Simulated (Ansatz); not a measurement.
# B3N: the cost of one run

Program: Ansatz 0.2.0. Level of theory: DFT PBE, scalar-relativistic, plane waves, PAW. These are calculated values, not measurements.

4 further runs of the same task are left out: 1 that didn't finish, 3 set aside as unsound or not needed.

## Step 1: The system as given

Symmetry: Pm-3m, No. 221, cubic system. The conventional cell has a = 3.222 Å, b = 3.222 Å, c = 3.222 Å, α = 90.00°, β = 90.00°, γ = 90.00°. B (site symmetry 4/mmm) is surrounded by 2 N at 1.61 Å. Around N (site symmetry m-3m) lie 6 B at 1.61 Å.

Coordinates:

```cif
data_structure
_symmetry_space_group_name_H-M 'Pm-3m'
_symmetry_Int_Tables_number 221
_cell_length_a 3.2218
_cell_length_b 3.2218
_cell_length_c 3.2218
_cell_angle_alpha 90.000
_cell_angle_beta 90.000
_cell_angle_gamma 90.000
_cell_volume 33.44
loop_
_atom_site_label
_atom_site_type_symbol
_atom_site_symmetry_multiplicity
_atom_site_Wyckoff_symbol
_atom_site_fract_x
_atom_site_fract_y
_atom_site_fract_z
_atom_site_occupancy
B1 B 3 d 0.50000 0.00000 0.00000 1
N1 N 1 a 0.00000 0.00000 0.00000 1
```

This is candidate A: anti-ReO3 type (Pm-3m, No. 221).

(A quick probe on a coarse mesh, which set the mesh and smearing, is not shown.)

## Step 3: Coarse relaxation (candidate A)

input.yaml

```yaml
crystal:
  lattice:
    - [3.2218279402, 0.0, 0.0]
    - [0.0, 3.2218279402, 0.0]
    - [0.0, 0.0, 3.2218279402]
  atoms:
    - { symbol: B, position: [0.5, 0.0, 0.0] }
    - { symbol: B, position: [0.0, 0.5, 0.0] }
    - { symbol: B, position: [0.0, 0.0, 0.5] }
    - { symbol: "N", position: [0.0, 0.0, 0.0] }
basis:
  ecutwfc: 420
kpoints:
  mp_grid: { grid: [6, 6, 6] }
hamiltonian:
  xc: pbe
scf:
  occupations: { method: gaussian, width: 0.1 }
  lower_state_search: "off"
output:
  forces: true
  stress: true
  eigenvalues: true
relax:
  adjacent_minimum: "off"
  f_tol: 0.04
  max_steps: 70
  cell: { stress_tol: 0.4 }
```

On the command line:

```bash
ansatz run input.yaml --threads 1 --pin off --max-ram 2560MiB --backend cpu --events-out ev --progress --plain --runs-dir out
```

Q: Estimate wall time and peak memory on 1 thread of Intel Xeon Platinum 8259CL at 2.50GHz (Skylake/Cascade Lake), shared host.

About 5 s, with a peak of 0.34 GiB.
